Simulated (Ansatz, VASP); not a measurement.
**Cross-check of SnO2 between VASP and Ansatz**

Wanted: the spread between two codes on one cell, functional and k mesh. The cell is taken from a series of runs on this material, whose earlier steps may have relaxed, scaled, displaced or heated it; both programs get it as it stands.

Program: Ansatz 0.2.0. Level of theory: plane waves, with VASP 6.6.1 beside it; single point at HSE06. Results are calculated unless marked as measured.

### 1. Starting point

It takes space group Pbcn (No. 60, orthorhombic). Conventional cell: a = 4.711 Å, b = 5.722 Å, c = 5.247 Å, α = 90.00°, β = 90.00°, γ = 90.00°. Nearest to Sn lie 6 O at 2.03 to 2.10 Å. O has 3 Sn at 2.03 to 2.10 Å nearest. Farther neighbours and most contacts between anions are not listed.

Coordinates:

```cif
data_structure
_symmetry_space_group_name_H-M 'Pbcn'
_symmetry_Int_Tables_number 60
_cell_length_a 4.7115
_cell_length_b 5.7222
_cell_length_c 5.2471
_cell_angle_alpha 90.000
_cell_angle_beta 90.000
_cell_angle_gamma 90.000
_cell_volume 141.46
loop_
_atom_site_label
_atom_site_type_symbol
_atom_site_symmetry_multiplicity
_atom_site_Wyckoff_symbol
_atom_site_fract_x
_atom_site_fract_y
_atom_site_fract_z
_atom_site_occupancy
Sn1 Sn 4 c 0.50000 0.66532 0.75000 1
O1 O 8 d 0.72979 0.60703 0.07835 1
```

### 2. Ansatz: single point, HSE06

Ansatz runs on its PAW soft_1 files.

A single point gives forces, pressure and levels at one fixed geometry, so differences don't come from the geometry; what else differs is listed under the comparison.

input.yaml reads:

```yaml
crystal:
  lattice:
    - [4.7114704392, 0.0, 0.0]
    - [0.0, 5.7221576688, 0.0]
    - [0.0, 0.0, 5.24711425]
  atoms:
    - { symbol: Sn, position: [0.5, 0.6653189711, 0.75] }
    - { symbol: Sn, position: [0.0, 0.8346810289, 0.25] }
    - { symbol: Sn, position: [0.5, 0.3346810289, 0.25] }
    - { symbol: Sn, position: [0.0, 0.1653189711, 0.75] }
    - { symbol: O, position: [0.7297859458, 0.6070302987, 0.0783479184] }
    - { symbol: O, position: [0.2297859458, 0.8929697013, 0.9216520816] }
    - { symbol: O, position: [0.7702140542, 0.8929697013, 0.5783479184] }
    - { symbol: O, position: [0.2702140542, 0.6070302987, 0.4216520816] }
    - { symbol: O, position: [0.7297859458, 0.3929697013, 0.5783479184] }
    - { symbol: O, position: [0.2297859458, 0.1070302987, 0.4216520816] }
    - { symbol: O, position: [0.7702140542, 0.1070302987, 0.0783479184] }
    - { symbol: O, position: [0.2702140542, 0.3929697013, 0.9216520816] }
kpoints:
  mp_grid: { grid: [4, 2, 4] }
  band_path:
    path:
      - [0.0, 0.0, 0.0]
      - [0.5, 0.0, 0.0]
      - [0.5, 0.5, 0.0]
      - [0.0, 0.5, 0.0]
      - [0.0, 0.0, 0.5]
      - [0.5, 0.0, 0.5]
      - [0.5, 0.5, 0.5]
      - [0.0, 0.5, 0.5]
      - [0.4, 0.0, 0.0]
    npoints: 1
hamiltonian:
  xc: hse06
  pseudopotentials: { kind: paw, azcp: { folder: soft_1 } }
scf:
  occupations: { method: fixed }
  n_extra_bands: 8
output:
  eigenvalues: true
```

Command:

```sh
$ ansatz run input.yaml --threads 2 --pin off --max-ram 92160MiB --backend cuda --events-out ev --progress --plain --runs-dir out --devices 1 --max-vram 13GiB
```

Numbers of over 12 decimals in the logs are rounded to 6 here.

Log:

```text
scf.n_extra_bands = 8 over 52 filled bands (N_el = 104.0): the run solves 60 bands
GPUs: using 1 of 1 available (devices: 1).
Engine: ansatz 0.2.0, x86_64-unknown-linux-gnu
Pseudopotentials: kind: paw
Pseudopotential: Sn, paw, valence charge 14, recommended cutoff 420 eV (normal), soft_1/Sn.paw.azcp
Pseudopotential: O, paw, valence charge 6, recommended cutoff 420 eV (normal), soft_1/O.paw.azcp
Functional definition: HSE06
  parameter a = 0.25
  parameter omega = 0.11/bohr
  exchange = pbe_x - a*pbe_x_sr(omega) + a*exact_x_sr(omega)
  correlation = pbe_c
davidson cushion auto → on  (no smearing: the cushion is to keep the highest requested band from converging to the state above it; pin scf.eigensolver.cushion to override)
device memory: the entry about to start is reckoned to put 1.8 GiB on a device that reports 52.3 GiB free (of which the cap on the GPU budget leaves the run 13.0 GiB)
GPU FFT provider: cuFFT
GPU libraries: cuBLAS 13.8.2, cuFFT 12.4.0, cuSOLVER 12.3.4
Crystal: 12 atoms, lattice volume = 141.461 Å³
Basis set: ecut = 420 eV, 2745 PW (Γ)
Bands: 60, of which v1, the nominal top of the filled ones, is band 52 counted from 1 (51 counted from 0)
Symmetry: 8 space group operations
Space group: Pbcn (ITA 60), of the structure as read, at distance tolerance 5.2e-5 Å
k-points: 18 of 32
Non-local potential: Sn, projectors of the file, l = 0: 2, l = 1: 2, l = 2: 2, l = 3: 1
Non-local potential: O, projectors of the file, l = 0: 2, l = 1: 2, l = 2: 1
PAW form: soft (Blöchl's): semilocal exchange-correlation on the pseudo side does not see the compensation charge
PAW frozen core: Sn, regenerated for the run's functional, and the local potential with it (the file was generated under x = pbe(κ = 0.804, μ = 0.219515), c = pbe(β = 0.066725))
PAW frozen core: O, regenerated for the run's functional, and the local potential with it (the file was generated under x = pbe(κ = 0.804, μ = 0.219515), c = pbe(β = 0.066725))
PAW one-centre angular grid: Sn, 590 points (default); XC on 64 Gauss nodes
PAW one-centre angular grid: O, 110 points (default); XC on 96 Gauss nodes
Initial density: superposition of atomic densities (chi_scale 0.1, normalization cell, long waves kept (reshape's long-wave potential 0.00 eV rms))
Initial wavefunctions: pseudopotential atomic-orbital guess
GPU buffer pool allocated for 46080 grid points (all kernels)
GPU transforms: local potential and band sums: pruned to the plane-wave sphere, on 32×40×36
Functional: x = pbe(κ = 0.804, μ = 0.219515), c = pbe(β = 0.066725), warm-up for x = pbe(κ = 0.804, μ = 0.219515) + 0.25 (exact − pbe) at short range (hse, ω = 0.207870 Å⁻¹), c = pbe(β = 0.066725); HSE06 as pw.x's `hse` composes it (authors' and Libxc's form: `xc: wpbeh`)
SCF iter   1: F=—  HF=-28637.375074 eV  |F-HF|=—  |Δ(HF+E_count)|=         —  Δρ=8.17e-2  dr2=7.33e0  ethr=1.00e-1  ⟨swp⟩=4.0  Hψ=3306  notcnv=0
preconditioner: auto → none  [insulator: Δε(μ)=1.939 eV  Ē_g=18.859 eV  n_scr=38 (ndim 8)  ℏωp=31.8 eV  f_vac=0.000]
SCF iter   2: F=—  HF=-28636.006318 eV  |F-HF|=—  |Δ(HF+E_count)|=    1.37e0  Δρ=4.26e-2  dr2=1.08e0  ethr=7.04e-3  ⟨swp⟩=3.4  Hψ=2856  notcnv=0
SCF iter   3: F=—  HF=-28635.878795 eV  |F-HF|=—  |Δ(HF+E_count)|=   1.28e-1  Δρ=1.45e-2  dr2=2.07e-1  ethr=1.04e-3  ⟨swp⟩=3.0  Hψ=2886  notcnv=0
SCF iter   4: F=—  HF=-28635.896163 eV  |F-HF|=—  |Δ(HF+E_count)|=   1.74e-2  Δρ=7.10e-3  dr2=4.15e-2  ethr=1.99e-4  ⟨swp⟩=2.7  Hψ=2405  notcnv=0
iter 5 solved again at ethr=1.45e-6 eV; its pass at ethr=3.99e-5 eV (dr2=1.50e-3 eV) is discarded
SCF iter   5: F=—  HF=-28635.898701 eV  |F-HF|=—  |Δ(HF+E_count)|=   2.54e-3  Δρ=1.32e-3  dr2=1.40e-3  ethr=1.45e-6  ⟨swp⟩=4.1  Hψ=5847  notcnv=0  defer=2
SCF iter   6: F=-28635.899211 eV  HF=-28635.899232 eV  |F-HF|=2.06e-5  |Δ(HF+E_count)|=   5.30e-4  Δρ=2.22e-4  dr2=5.16e-5  ethr=1.34e-6  ⟨swp⟩=3.1  Hψ=2752  notcnv=0
SCF 1 stopped early in 6 iterations: F = -28635.899211 eV  dr2 = 5.16e-5
  greatest PAW one-centre occupation: 0.996 electrons in one spin orbital (limit 2), on the Sn atom at site 3 (counted from 0), in its partial waves of l = 2
device memory: the entry about to start is reckoned to put 2.6 GiB (of the 2.7 GiB reckoned in all, the device holds 0.1 GiB already) on a device that reports 52.3 GiB free (of which the cap on the GPU budget leaves the run 12.9 GiB)
GPU FFT provider: cuFFT
GPU libraries: cuBLAS 13.8.2, cuFFT 12.4.0, cuSOLVER 12.3.4
Initial density: handed on by an earlier stage of this run
Initial wavefunctions: those handed on with the density
GPU buffer pool allocated for 46080 grid points (all kernels)
GPU transforms: local potential and band sums: pruned to the plane-wave sphere, on 32×40×36
Functional: x = pbe(κ = 0.804, μ = 0.219515) + 0.25 (exact − pbe) at short range (hse, ω = 0.207870 Å⁻¹), c = pbe(β = 0.066725); HSE06 as pw.x's `hse` composes it (authors' and Libxc's form: `xc: wpbeh`)
Exchange kernel: α = 0.2500, screened, ω = 0.2079 Å⁻¹, Wigner–Seitz truncation, v(0) = 1016.1153 eV·Å³, q-mesh 4×2×4, nearest image of the exchange supercell L = 11.44 Å, pair-density grid 30×36×32, without the augmentation charges, whose exchange is taken in its separable form by FFT convolution over the k-point mesh (sized by the pseudopotential files, 32×40×36 at the most), smooth part of the exact exchange by density-matrix convolution in up to 2.98 GiB of GPU memory as planned if the GPU has room (build and FFT work areas not counted)
Frozen-core exchange: fock
SCF iter   1: F=—  HF=-28651.131785 eV  |F-HF|=—  |Δ(HF+E_count)|=         —  Δρ=9.63e-3  dr2=9.02e-2  ethr=4.96e-7  ⟨swp⟩=8.1  Hψ=6382  notcnv=0
preconditioner: auto → none  [insulator: Δε(μ)=3.188 eV  Ē_g=21.079 eV  n_scr=38 (ndim 8)  ℏωp=31.8 eV  f_vac=0.027]
SCF iter   2: F=—  HF=-28651.102035 eV  |F-HF|=—  |Δ(HF+E_count)|=   2.98e-2  Δρ=2.60e-3  dr2=1.04e-2  ethr=4.96e-7  ⟨swp⟩=5.0  Hψ=4345  notcnv=0
SCF iter   3: F=—  HF=-28651.149401 eV  |F-HF|=—  |Δ(HF+E_count)|=   4.74e-2  Δρ=1.34e-3  dr2=2.16e-3  ethr=4.96e-7  ⟨swp⟩=5.0  Hψ=4613  notcnv=0
SCF iter   4: F=—  HF=-28651.148708 eV  |F-HF|=—  |Δ(HF+E_count)|=   6.93e-4  Δρ=8.32e-5  dr2=7.68e-5  ethr=4.96e-7  ⟨swp⟩=3.5  Hψ=3399  notcnv=0
SCF iter   5: F=-28651.149278 eV  HF=-28651.149306 eV  |F-HF|=2.80e-5  |Δ(HF+E_count)|=   5.98e-4  Δρ=1.72e-4  dr2=3.90e-5  ethr=4.02e-9  ⟨swp⟩=6.2  Hψ=4709  notcnv=0  defer=10
SCF 2 stopped early in 5 iterations: F = -28651.149278 eV  dr2 = 3.90e-5
  greatest PAW one-centre occupation: 0.996 electrons in one spin orbital (limit 2), on the Sn atom at site 2 (counted from 0), in its partial waves of l = 2
hybrid outer 1: dexx = +5.305e-2 eV, tail = 3.20e-4 eV
GPU FFT provider: cuFFT
GPU libraries: cuBLAS 13.8.2, cuFFT 12.4.0, cuSOLVER 12.3.4
GPU buffer pool allocated for 46080 grid points (all kernels)
GPU transforms: local potential and band sums: pruned to the plane-wave sphere, on 32×40×36
Exchange kernel: α = 0.2500, screened, ω = 0.2079 Å⁻¹, Wigner–Seitz truncation, v(0) = 1016.1153 eV·Å³, q-mesh 4×2×4, nearest image of the exchange supercell L = 11.44 Å, pair-density grid 30×36×32, without the augmentation charges, whose exchange is taken in its separable form by FFT convolution over the k-point mesh (sized by the pseudopotential files, 32×40×36 at the most), smooth part of the exact exchange by density-matrix convolution in up to 2.98 GiB of GPU memory as planned if the GPU has room (build and FFT work areas not counted)
Frozen-core exchange: fock
SCF iter   1: F=—  HF=-28651.146946 eV  |F-HF|=—  |Δ(HF+E_count)|=         —  Δρ=6.99e-5  dr2=5.49e-6  ethr=1.54e-6  ⟨swp⟩=3.3  Hψ=2480  notcnv=0
preconditioner: auto → none  [insulator: Δε(μ)=3.201 eV  Ē_g=21.118 eV  n_scr=38 (ndim 8)  ℏωp=31.8 eV  f_vac=0.029]
SCF iter   2: F=—  HF=-28651.146961 eV  |F-HF|=—  |Δ(HF+E_count)|=   1.58e-5  Δρ=4.27e-5  dr2=2.18e-6  ethr=3.53e-9  ⟨swp⟩=5.0  Hψ=4338  notcnv=0
iter 3 solved again at ethr=5.16e-11 eV; its pass at ethr=1.92e-9 eV (dr2=5.37e-8 eV) is discarded
SCF iter   3: F=-28651.146961 eV  HF=-28651.146961 eV  |F-HF|=9.04e-9  |Δ(HF+E_count)|=   5.26e-7  Δρ=1.10e-5  dr2=8.09e-8  ethr=5.16e-11  ⟨swp⟩=4.0  Hψ=5607  notcnv=0
SCF 3 converged in 3 iterations: F = -28651.146961 eV  dr2 = 8.09e-8
hybrid outer 2: dexx = +1.021e-5 eV, tail = 3.88e-7 eV, Δε = 3.65e-3 eV (about 1.59e-4 eV left of the loop's levels)
the search or the solves at the SCF's close seem to have found levels that the self-consistency loop had missed (the run counts 2). By its estimate they hold under 1e-12 electrons; where the run keeps them, the occupations were computed again with them
device memory: the entry about to start is reckoned to put 0.9 GiB on a device that reports 32.4 GiB free (of which the cap on the GPU budget leaves the run 13.0 GiB)
NSCF: frozen V_eff on 9 k-points
hybrid SCF converged: 2 outer / 8 inner (+6 warm-up), last move |dexx| = 1.02e-5 eV, tail = 3.88e-7 eV
Stability not checked: this state was not tested for a lower state beside it, because the functional holds exact exchange (a hybrid, or Hartree-Fock), whose exchange loop this test does not read (fock_operator; see scf.lower_state_search)
Free energy (F): -28651.146959 eV
Frozen-core exchange: fock
Harris-Foulkes:  -28651.146959 eV  (|F-HF|=9.04e-9)
Internal energy: -28651.146959 eV  (E = F + TS)
E sigma→0 (E₀):  -28651.146959 eV
Fermi energy:    8.110711 eV
--- Per-component energies (eV) ---
  E_band       = -412.246327
  E_kinetic    = 2044.476228
  E_local      = -6145.359682  (includes V_loc(G=0)·N_el)
  E_nonlocal   = 981.428414
  E_hartree    = 2821.123941
  E_xc         = -859.933673
  E_vxc        = -837.339540  (∫ρ·V_xc dr)
  E_exx        = -304.485207  (= α·E_x^exact, valence–valence)
  E_paw        = -18727.857173  (= ΣΔE_a)
  E_vpaw       = -1488.733837  (= ΣTr[D̂ρ^β])
  E_aug_tail   = 0.007690  (compensation charges beyond the density's cutoff)
  E_ewald      = -8461.369723
  E_core_change = 0.822226  (= ΣΔE_core)
  E_smearing   = -0.000000  (= −TS)
  E_closure    = -0.000000  (closes the sum)
  Σ components = -28651.146959   (vs F -28651.146959, Δ=0.00e0)
--- Band table (eV; the first three rows and the last of 18) ---
  k-point 0: bands = [... 48 lower, 7.7158, 7.9837, 8.0270, 8.1107, 11.3118, 16.4893, 16.6052, 16.8548, ... 4 higher]
  k-point 1: bands = [... 48 lower, 7.6114, 7.9989, 8.0122, 8.0185, 12.5465, 16.1074, 16.4492, 16.9598, ... 4 higher]
  k-point 2: bands = [... 48 lower, 7.8715, 7.8715, 8.0060, 8.0060, 14.5648, 14.5648, 16.4560, 16.4560, ... 4 higher]
  k-point 17: bands = [... 48 lower, 7.7080, 7.7080, 7.7080, 7.7080, 15.6586, 15.6586, 15.6586, 15.6586, ... 4 higher]
```

Reading the cycles: dr2 is the Hartree energy of the density residual (eV), the measure of convergence; HF is the Harris–Foulkes estimate of the energy, which meets the free energy F at convergence.

[end of part 1 of 2]

[Lines on the potential files, build, host, timing and source positions are cut from VASP's logs without a mark.]

[Logs are printed without paths, hosts, clocks, repeated set-up lines and the standing remarks that a program may print on its own settings, such as how far it seeks lower states.]

[Hosts, paths, dates, database ids (printed as entryN), source tags and the programs' standing remarks are cut or masked in the printed files.]
